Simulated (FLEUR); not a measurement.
## Bi: equation of state with AM05

The system is Bi.

```xyz
1
Lattice="-1.9814 1.9814 1.9814 1.9814 -1.9814 1.9814 1.9814 1.9814 -1.9814" Properties=species:S:1:pos:R:3 pbc="T T T"
Bi    0.0000    0.0000    0.0000
```

This isn't the form of Bi at room conditions, which is rhombohedral.

| Quantity | Value |
| --- | --- |
| Program | FLEUR MaX-R8.1 (later development tree) |
| Task | equation of state |
| Functional | AM05 |
| Potentials or basis | all-electron |
| Basis | FLAPW |
| Kmax | 4.1 1/bohr |
| k mesh | 9 × 9 × 9 |
| Occupations | fermi-dirac, width 0.05 eV |
| Spin | no spin polarisation |
| Gmax | 12.7 1/bohr |
| Muffin-tin radii | Bi 2.66 bohr |
| lmax | Bi 11 |
| Local orbitals a species | Bi 5 |

```
Equilibrium volume                      : 30.10 Å³/atom
Bulk modulus                            : 58 GPa
Pressure derivative of the bulk modulus : 5.1 (rough: it moves with the points fitted)
```

Energy against volume, from the lowest point:
| volume (Å³/atom) | energy (meV/atom) |
| --- | --- |
| 29.250 | 4.21 |
| 29.872 | 0.00 |
| 31.117 | 5.39 |
| 32.362 | 26.37 |
| 32.984 | 41.31 |
